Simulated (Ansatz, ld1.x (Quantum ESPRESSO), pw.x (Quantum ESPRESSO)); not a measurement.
**Si: one change to the TM potential, in the atom and in the fcc crystal**

silicon, norm-conserving Troullier–Martins (Kleinman–Bylander form), made with ld1.x (Quantum ESPRESSO) 7.5 (LDA (PW92), scalar-relativistic). Core [Ne], reference 3s2 3p2. Waves: 3p (bound): rc 1.60 bohr; 3s (bound): rc 1.75 bohr. Local part: the s channel. Core correction: Bessel-smoothed model core inside 1.30 bohr.

Change: all radii but the core radius scaled by about 1.24 (s 2.16, p 1.98 bohr).

Cutoffs, loose and tight: the cutoffs (Ry, on a coarse ladder) from which the occupation-weighted sum of valence levels, in a spherical-Bessel basis at the reference potential, stays within 10 and 1 mRy of its value at 400 Ry. They do not see the model core or the augmentation charge, which bear on the density cutoff. Test errors are all-electron minus pseudo excitation energies from the reference, over the configurations 3s2 3p1; 3s2 3p0; 3s1 3p0; 3s1 3p2; 3s1 3p3; 3s0 3p4; 3s2 3p1.5 (two spin-polarised tests are not counted in the largest error); variants that change the core or the reference have their own tests.

Crystal test: fcc Si in pw.x 7.5, no spin, 15³ k-points, Fermi–Dirac smearing 0.01 Ry, cutoffs set for each file from its atomic test. The reference is all-electron LAPW (Ansatz 0.2.0) with the same functional, mesh and smearing; V0 and B0 come from Birch–Murnaghan fits to the pressures at five volumes. Errors are pseudo minus all-electron; Δ is the rms difference of the E(V) curves that follow from these fits, minima aligned, over ±6 % about the mean V0. Mesh and smearing are coarse, so the numbers serve the comparison and aren't converged zero-temperature values; the lattice is a test structure that the element need not adopt.

All-electron: a0 = 3.818 Å (V0 = 13.92 Å³/atom), B0 = 90.0 GPa.

Question: Does the change bring the crystal closer to the all-electron result?

Answer: The mean pressure error goes from +16.89 to +14.76 GPa, so the change moves the solid closer to the all-electron pressures. Neither pressure curve crosses zero within the volumes sampled, so no fits are given.

| quantity | base | changed |
| --- | --- | --- |
| outcome (atom) | generated | generated |
| cutoff, loose (atom) | 25 Ry | 12 Ry |
| cutoff, tight (atom) | 45 Ry | 30 Ry |
| bound ghosts (atom) | none | none |
| largest test error (meV) (atom) | +48 | +69 |
| cutoffs in pw.x (Ry) | 55/220 | 50/200 |
| mean pressure error (GPa) | +16.89 | +14.76 |

Base: This is a poor potential for the solid. The atomic tests give no hint of an error of this size, and its cause was not traced. Changed file: This is a poor potential for the solid.
